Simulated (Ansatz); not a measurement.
**ZrS2: relaxation of cell and atoms with PBE+D3(BJ)**

Crystal: ZrS2.

```
CELL_PARAMETERS angstrom
3.69138 0.00000 0.00000
-1.84569 3.19683 0.00000
0.00000 0.00000 6.04108
ATOMIC_POSITIONS crystal
Zr 0.00000 0.00000 0.00000
S 0.33333 0.66667 0.23791
S 0.66667 0.33333 0.76209
```

The cell is a database's computed one.

* Program: Ansatz 0.2.0
* Task: relaxation of cell and atoms
* Functional: PBE
* Dispersion: D3(BJ)
* Potentials or basis: Ansatz PAW
* Cutoff: 420 eV (not typed: the program's choice for these potentials)
* k mesh: 8 × 8 × 5
* Occupations: fermi-dirac, width 0.05 eV
* Spin: no spin polarisation

- Relaxed volume: 21.82 Å³/atom
- Relaxed cell: a = 3.636 Å, b = 3.636 Å, c = 5.720 Å, α = 90.00°, β = 90.00°, γ = 120.00°
- Space group after relaxing (to 0.05 Å): P-3m1 (No. 164)
- Energy gained by relaxing: 13.4 meV/atom
- Ionic steps: 7
- Pressure after relaxing: 0.0 GPa
- Band gap on the k mesh: 0.70 eV

The path:
```tsv
step	energy change (eV)	largest force (eV/Å)	volume (Å³)
1	0.0000	0.0563	71.29
2	-0.0052	0.3345	63.93
3	-0.0383	0.0094	66.34
4	-0.0405	0.0196	65.52
5	-0.0406	0.0102	65.43
6	-0.0406	0.0000	65.47
7	-0.0401	0.0002	65.47
```

Final structure:
```
CELL_PARAMETERS angstrom
3.63564 0.00000 0.00000
-1.81782 3.14856 0.00000
0.00000 0.00000 5.71981
ATOMIC_POSITIONS crystal
Zr 0.00000 0.00000 0.00000
S 0.33333 0.66667 0.25523
S 0.66667 0.33333 0.74477
```

It took 8.9 s on 2 threads of Arm Neoverse V1 (shared host), peak memory 0.36 GiB.

Caveat: odd divisions of the mesh miss points on the zone boundary, where band edges often lie, so the gap on the mesh can be too wide; the plane-wave basis is chosen anew once the cell has moved, so the energies of steps on either side of that aren't comparable. A k mesh can miss the band edges.
